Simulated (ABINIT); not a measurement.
Ge:

```
Ge
1.0
     1.39715   -2.60052    0.00000
     1.39715    2.60052    0.00000
     0.00000    0.00000    2.69823
Ge
1
Direct
  0.50000 0.50000 0.00000
```

This isn't the form of Ge at room conditions, which is diamond.

| Item | Value |
| --- | --- |
| Program | ABINIT 10.8.3 (patched build) |
| Task | relaxation of cell and atoms |
| Functional | PBE |
| Dispersion | D3 |
| Potentials or basis | JTH PAW PBE v2.0 |
| Cutoff | 599 eV |
| k mesh | 11 × 11 × 10 |
| Occupations | fermi-dirac, width 0.05 eV |
| Spin | no spin polarisation |

At the start: pressure -1.6 GPa; volume 19.61 Å³/atom.

**Question.** How do energy, volume and symmetry change on relaxing?

**Answer.** Over 6 steps the energy falls by 8.0 meV/atom and the volume is 19.10 Å³/atom (-2.6 %); space group Cmmm (No. 65, to 0.05 Å).

The path:
| step | energy change (eV) | largest force (eV/Å) | pressure (GPa) | volume (Å³) |
| --- | --- | --- | --- | --- |
| 1 | 0.0000 | 0.0000 | -1.55 | 19.61 |
| 2 | -0.0016 | 0.0000 | -1.26 | 19.51 |
| 3 | -0.0076 | 0.0000 | 0.32 | 19.01 |
| 4 | -0.0079 | 0.0000 | 0.07 | 19.08 |
| 5 | -0.0080 | 0.0000 | 0.01 | 19.10 |
| 6 | -0.0080 | 0.0000 | 0.00 | 19.10 |

Final structure:
```
CELL_PARAMETERS angstrom
1.41632 -2.48926 0.00000
1.41632 2.48926 0.00000
0.00000 0.00000 2.70892
ATOMIC_POSITIONS crystal
Ge 0.50000 0.50000 0.00000
```

Caveat: pairwise dispersion overbinds metals, which lowers pressure and volume.
